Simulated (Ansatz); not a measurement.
# SnO: the cost of one run

Method: DFT PBE+D3(BJ), scalar-relativistic, plane waves, PAW, in Ansatz 0.2.0.

17 further runs of the same task are left out: 1 that didn't finish, 16 set aside as unsound or not needed.

## 1. Starting point

It takes space group Pmn2_1 (No. 31, orthorhombic). Conventional cell: a = 3.348 Å, b = 5.722 Å, c = 3.912 Å, α = 90.00°, β = 90.00°, γ = 90.00°. Around Sn (site symmetry m) lie 3 O at 2.15 to 2.16 Å. Around O (site symmetry m) lie 3 Sn at 2.15 to 2.16 Å.

As a file:

```
Sn O
1.0
     3.34750    0.00000    0.00000
     0.00000    5.72206    0.00000
     0.00000    0.00000    3.91249
Sn O
2 2
Direct
  0.00000 0.23451 0.52699
  0.50000 0.76549 0.02699
  0.00000 0.88361 0.72301
  0.50000 0.11639 0.22301
```

It goes back to an entry of the Materials Project, which need not be the stable form.

It is the result of an earlier relaxation at this level (volume 18.74 Å³/atom; gap on the mesh: 1.32 eV).

## 2. What is varied

The energy is mapped over volume and the cell's shape.

The axes are (1) volume per atom: 7 values from 16.49 to 20.98 Å³; (2) stretch along a over the lengths across it, relative to the relaxed cell: 7 values from 0.834 to 1.200.

Nothing else is relaxed (fractional coordinates fixed). Energies count from the relaxed crystal. Points are written as (first, second).

## 3. Grid point (16.49 Å³, 0.834)

Input file input.yaml:

```yaml
crystal:
  lattice:
    - [2.8413030563, 0.0, 0.0]
    - [0.0, 5.8262815288, 0.0]
    - [0.0, 0.0, 3.9837548449]
  atoms:
    - { symbol: Sn, position: [0.0, 0.2345104856, 0.5269946555] }
    - { symbol: Sn, position: [0.5, 0.7654895144, 0.0269946555] }
    - { symbol: O, position: [0.0, 0.8836051479, 0.7230063445] }
    - { symbol: O, position: [0.5, 0.1163948521, 0.2230063445] }
basis:
  ecutwfc: 520.0
kpoints:
  mp_grid: { grid: [10, 6, 8] }
hamiltonian:
  xc: pbe
  dispersion: d3bj
scf:
  occupations: { method: gaussian, width: 0.05 }
output:
  forces: true
  stress: true
  eigenvalues: true
  write_density: true
  write_potential: true
  elf: true
  volumetric_format: npy
```

Started as:

```
$ ansatz run input.yaml --threads 1 --pin off --max-ram 2048MiB --backend cpu --events-out ev --progress --plain --runs-dir out
```

**Question.** How long does this run take on 1 thread of Intel Xeon 6975P-C (Granite Rapids), shared host, and how much memory does it need?

About 13 s, with a peak of 0.52 GiB.
